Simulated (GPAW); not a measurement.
Input of a GPAW 26.7.0 run:

run.py

```python
from ase import Atoms
from ase.dft.bandgap import bandgap
from ase.io import write
from ase.units import Bohr, GPa
from gpaw import GPAW, PW
from gpaw.elf import elf_from_dft_calculation

atoms = Atoms(['Ba', 'Ti', 'O', 'O', 'O'],
              cell=[[3.9998, 0.0, 0.0],
                    [0.0, 3.9998, 0.0],
                    [0.0, 0.0, 4.018]],
              scaled_positions=[[0.0, 0.0, 0.0],
                                [0.5, 0.5, 0.49],
                                [0.0, 0.5, 0.517],
                                [0.5, 0.0, 0.517],
                                [0.5, 0.5, 0.019]],
              pbc=True)

calc = GPAW(mode=PW(800),
            xc='PBE',
            kpts={'size': (7, 7, 7), 'gamma': True},
            occupations={'name': 'fermi-dirac', 'width': 0.05},
            nbands=36,
            convergence={'density': 1e-05, 'energy': 1e-05},
            maxiter=150,
            txt='gpaw.txt')
atoms.calc = calc
energy = atoms.get_potential_energy()
forces = atoms.get_forces()
stress = atoms.get_stress()
calc.write('gs.gpw')
write('result.traj', atoms)
print(f'Energy: {energy:.6f} eV')
print('Forces (eV/A):')
print(forces.round(4))
print('Stress (GPa):', (stress / GPa).round(3))
print('Fermi level:', round(calc.get_fermi_level(), 4), 'eV')
print(f'Gap: {bandgap(calc)[0]:.4f} eV, direct: {bandgap(calc, direct=True)[0]:.4f} eV')

# fields on the real-space grid
write('density.cube', atoms, data=calc.get_pseudo_density() * Bohr**3)
write('potential.cube', atoms, data=calc.get_electrostatic_potential())
write('elf.cube', atoms, data=elf_from_dft_calculation(calc).data)
```

Potentials or basis: GPAW PAW data sets (gpaw-data 1.2.1), pw.

The run is started by

```console
$ OMP_NUM_THREADS=1 python run.py
```

Question: Estimate the pressure.

Answer: 3.8 GPa.

Question: What does it give for the largest force?

Answer: 0.250 eV/Å.

Question: Predict the band gap on the k mesh.

Answer: 1.91 eV, indirect (least direct gap 2.09 eV).

Stress tensor (GPa, compression positive):
```
3.45 0.00 0.00
0.00 3.45 0.00
0.00 0.00 4.39
```

Caveat: spin-orbit coupling is left out, which moves the levels of the heavy elements; an odd mesh through Γ misses points on the zone boundary, where band edges often lie.
